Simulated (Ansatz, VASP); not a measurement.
# MgO in VASP and in Ansatz

```
CELL_PARAMETERS angstrom
0.00000 2.10850 2.10850
2.10850 0.00000 2.10850
2.10850 2.10850 0.00000
ATOMIC_POSITIONS crystal
Mg 0.00000 0.00000 0.00000
O 0.50000 0.50000 0.50000
```

Alike in both runs: task relaxation of cell and atoms; functional PBE; k mesh 10 × 10 × 10; occupations gaussian, width 0.02 eV; no spin polarisation.

|  | VASP | Ansatz |
| --- | --- | --- |
| version | VASP 6.6.1 | Ansatz 0.2.0 |
| potentials or method | VASP PAW PBE potentials, release 64 (Mg, O) | scalar-relativistic, plane waves, PAW |
| plane-wave cutoff (eV) | 600 | 420 |
| valence electrons in the cell | 8 | 16 |

|  | VASP | Ansatz | Ansatz less VASP |
| --- | --- | --- | --- |
| gap on the k mesh at the Fermi level, each at its own relaxed structure (eV) | 4.50 | 4.46 | -0.043 |
| relaxed volume (Å³/atom) | 9.56 | 9.62 | +0.060 |
| relaxed cell length with the largest relative difference (Å) | 3.002 | 3.008 | +0.0063 |
| energy change over the relaxation (meV/atom) | -2 | -3 | -1.3 |

The two sets of potentials don't hold the same shells in valence.

PBE usually gives volumes a little too large and moduli too small. Zero-point motion and thermal expansion aren't in these numbers.
